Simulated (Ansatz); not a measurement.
Crystal: CsH.

```
CELL_PARAMETERS angstrom
3.81841 0.00000 0.00000
0.00000 3.81841 0.00000
0.00000 0.00000 3.81841
ATOMIC_POSITIONS crystal
Cs 0.00000 0.00000 0.00000
H 0.50000 0.50000 0.50000
```

The cell comes from a database or a generator and needn't be the stable form of this composition.

Base run:

```yaml
Program: Ansatz 0.2.0
Functional: HSE(alpha, omega)
Potentials_or_basis: all-electron PAW datasets made for the crystal
Cutoff: 340 eV
Density_cutoff: 1360 eV
k_mesh: 4 × 4 × 4
Occupations: fermi-dirac, width 0.05 eV
Spin: no spin polarisation
```

Its results: band gap on the k mesh 3.40 eV, indirect (least direct gap 3.46 eV).

**Question.** The run is repeated on the same cell with these changes: screening of exact exchange from 0.3 1/A to 0.15 1/A. What comes out?

**Answer.** Band gap on the k mesh 3.77 eV, indirect (least direct gap 3.82 eV).

Caveats: spin-orbit coupling is left out, which moves the levels of the heavy elements.

A k mesh can miss the band edges.

Not every run made on this cell is shown here.
